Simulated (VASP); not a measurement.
# Cu: single point with PBE

Sheet: Cu, a sheet with vacuum.

```xyz
2
Lattice="3.9527 0.0000 0.0000 -1.9764 3.4232 0.0000 0.0000 0.0000 23.8000" Properties=species:S:1:pos:R:3 pbc="T T T"
Cu    1.9764    1.1411    7.0000
Cu    0.0000    2.2821    7.0000
```

The cell was built by a generator and needn't be a form met in nature.

```
Program                : VASP 6.6.1
Task                   : single point
Functional             : PBE
Potentials or basis    : VASP PAW PBE potentials, release 64 (Cu)
Cutoff                 : 520 eV
k mesh                 : 6 × 6 × 1
Occupations            : gaussian, width 0.1 eV
Spin                   : no spin polarisation
Dipole correction      : yes
Further INCAR settings : ALGO = Fast; EDIFF = 1e-06; NBANDS = 18
```

```yaml
Band_gap_on_the_k_mesh: none (metal or under the smearing width)
```

Levels at points of the mesh, in eV from the Fermi level:
| k point | band 9 | band 10 | band 11 | band 12 | band 13 | band 14 |
| --- | --- | --- | --- | --- | --- | --- |
| (0.00, 0.00, 0.00) | -1.20 | -1.20 | -1.13 | 1.29 | 4.52 | 4.98 |
| (0.50, 0.00, 0.00) | -1.07 | -1.05 | -0.56 | -0.03 | 4.31 | 4.54 |

Wall time 43 s on 1 thread of Intel(R) Xeon(R) 6975P-C (Granite Rapids), on a shared host, peak memory 0.39 GiB.
